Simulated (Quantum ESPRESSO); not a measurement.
Wanted: the native input for a Quantum ESPRESSO 7.5 run.

- Task: band structure
- Functional: PBEsol
- Potentials or basis: GBRV 1.5 PBEsol
- Cutoff: 612 eV
- Density cutoff: 4898 eV
- k mesh: 10 × 10 × 8
- Occupations: fermi-dirac, width 0.05 eV
- Spin: no spin polarisation
- Mixing beta: 0.5
- Most SCF iterations: 120
- SCF threshold: 6e-10 Ry

Crystal: HfB2.

```
CELL_PARAMETERS angstrom
3.14000 0.00000 0.00000
-1.57000 2.71932 0.00000
0.00000 0.00000 3.48000
ATOMIC_POSITIONS crystal
Hf 0.00000 0.00000 0.00000
B 0.66667 0.33333 0.50000
B 0.33333 0.66667 0.50000
```

The input as run:

pw.in

```
&CONTROL
  calculation = 'scf'
  prefix = 'pwscf'
  outdir = './tmp'
  pseudo_dir = './pseudo'
  tprnfor = .true.
  tstress = .true.
  disk_io = 'low'
/
&SYSTEM
  ibrav = 0
  celldm(1) = 8
  nat = 3
  ntyp = 2
  ecutwfc = 45
  ecutrho = 360
  nbnd = 15
  occupations = 'smearing'
  smearing = 'fd'
  degauss = 0.00367493
/
&ELECTRONS
  conv_thr = 6d-10
  electron_maxstep = 120
  mixing_beta = 0.5
/
ATOMIC_SPECIES
Hf   178.4900 hf_pbesol_v1.uspp.F.UPF
B     10.8100 b_pbesol_v1.4.uspp.F.UPF
CELL_PARAMETERS alat
  0.7417175039156   0.0000000000000   0.0000000000000
 -0.3708587519578   0.6423462008265   0.0000000000000
  0.0000000000000   0.0000000000000   0.8220308642122
ATOMIC_POSITIONS crystal
Hf     0.0000000000    0.0000000000    0.0000000000
B      0.6666666667    0.3333333333    0.5000000000
B      0.3333333333    0.6666666667    0.5000000000
K_POINTS automatic
10 10 8 0 0 0
```

bands.in

```
&CONTROL
  calculation = 'bands'
  prefix = 'pwscf'
  outdir = './tmp'
  pseudo_dir = './pseudo'
  disk_io = 'low'
  verbosity = 'high'
/
&SYSTEM
  ibrav = 0
  celldm(1) = 8
  nat = 3
  ntyp = 2
  ecutwfc = 45
  ecutrho = 360
  nbnd = 15
  occupations = 'smearing'
  smearing = 'fd'
  degauss = 0.00367493
/
&ELECTRONS
  conv_thr = 1d-08
  electron_maxstep = 120
  mixing_beta = 0.5
  diago_full_acc = .true.
  startingwfc = 'random'
/
ATOMIC_SPECIES
Hf   178.4900 hf_pbesol_v1.uspp.F.UPF
B     10.8100 b_pbesol_v1.4.uspp.F.UPF
CELL_PARAMETERS alat
  0.7417175039156   0.0000000000000   0.0000000000000
 -0.3708587519578   0.6423462008265   0.0000000000000
  0.0000000000000   0.0000000000000   0.8220308642122
ATOMIC_POSITIONS crystal
Hf     0.0000000000    0.0000000000    0.0000000000
B      0.6666666667    0.3333333333    0.5000000000
B      0.3333333333    0.6666666667    0.5000000000
K_POINTS crystal
60
 0.0000000000  0.0000000000  0.0000000000 1
 0.0714285714  0.0000000000  0.0000000000 1
 0.1428571429  0.0000000000  0.0000000000 1
 0.2142857143  0.0000000000  0.0000000000 1
 0.2857142857  0.0000000000  0.0000000000 1
 0.3571428571  0.0000000000  0.0000000000 1
 0.4285714286  0.0000000000  0.0000000000 1
 0.5000000000  0.0000000000  0.0000000000 1
 0.4444444444  0.1111111111  0.0000000000 1
 0.3888888889  0.2222222222  0.0000000000 1
 0.3333333333  0.3333333333  0.0000000000 1
 0.2916666667  0.2916666667  0.0000000000 1
 0.2500000000  0.2500000000  0.0000000000 1
 0.2083333333  0.2083333333  0.0000000000 1
 0.1666666667  0.1666666667  0.0000000000 1
 0.1250000000  0.1250000000  0.0000000000 1
 0.0833333333  0.0833333333  0.0000000000 1
 0.0416666667  0.0416666667  0.0000000000 1
 0.0000000000  0.0000000000  0.0000000000 1
 0.0000000000  0.0000000000  0.1000000000 1
 0.0000000000  0.0000000000  0.2000000000 1
 0.0000000000  0.0000000000  0.3000000000 1
 0.0000000000  0.0000000000  0.4000000000 1
 0.0000000000  0.0000000000  0.5000000000 1
 0.0625000000  0.0000000000  0.5000000000 1
 0.1250000000  0.0000000000  0.5000000000 1
 0.1875000000  0.0000000000  0.5000000000 1
 0.2500000000  0.0000000000  0.5000000000 1
 0.3125000000  0.0000000000  0.5000000000 1
 0.3750000000  0.0000000000  0.5000000000 1
 0.4375000000  0.0000000000  0.5000000000 1
 0.5000000000  0.0000000000  0.5000000000 1
 0.4583333333  0.0833333333  0.5000000000 1
 0.4166666667  0.1666666667  0.5000000000 1
 0.3750000000  0.2500000000  0.5000000000 1
 0.3333333333  0.3333333333  0.5000000000 1
 0.3000000000  0.3000000000  0.5000000000 1
 0.2666666667  0.2666666667  0.5000000000 1
 0.2333333333  0.2333333333  0.5000000000 1
 0.2000000000  0.2000000000  0.5000000000 1
 0.1666666667  0.1666666667  0.5000000000 1
 0.1333333333  0.1333333333  0.5000000000 1
 0.1000000000  0.1000000000  0.5000000000 1
 0.0666666667  0.0666666667  0.5000000000 1
 0.0333333333  0.0333333333  0.5000000000 1
 0.0000000000  0.0000000000  0.5000000000 1
 0.5000000000  0.0000000000  0.5000000000 1
 0.5000000000  0.0000000000  0.4166666667 1
 0.5000000000  0.0000000000  0.3333333333 1
 0.5000000000  0.0000000000  0.2500000000 1
 0.5000000000  0.0000000000  0.1666666667 1
 0.5000000000  0.0000000000  0.0833333333 1
 0.5000000000  0.0000000000  0.0000000000 1
 0.3333333333  0.3333333333  0.0000000000 1
 0.3333333333  0.3333333333  0.0833333333 1
 0.3333333333  0.3333333333  0.1666666667 1
 0.3333333333  0.3333333333  0.2500000000 1
 0.3333333333  0.3333333333  0.3333333333 1
 0.3333333333  0.3333333333  0.4166666667 1
 0.3333333333  0.3333333333  0.5000000000 1
```

Potentials or basis: GBRV 1.5 PBEsol.

The run is started by

```console
$ OMP_NUM_THREADS=1 mpirun -n 2 pw.x -nk 2 -in pw.in > pw.out
$ OMP_NUM_THREADS=1 mpirun -n 2 pw.x -nk 2 -in bands.in > bands.out
```

Results of the run:

```yaml
Pressure: -3.8 GPa
Band_gap_on_the_k_mesh: none (metal or under the smearing width)
```

Caveat: spin-orbit coupling is left out, which moves the levels of the heavy elements.

Run time: 14 s on 2 MPI ranks on Arm Neoverse V2 (shared host), peak memory 0.28 GiB a rank.
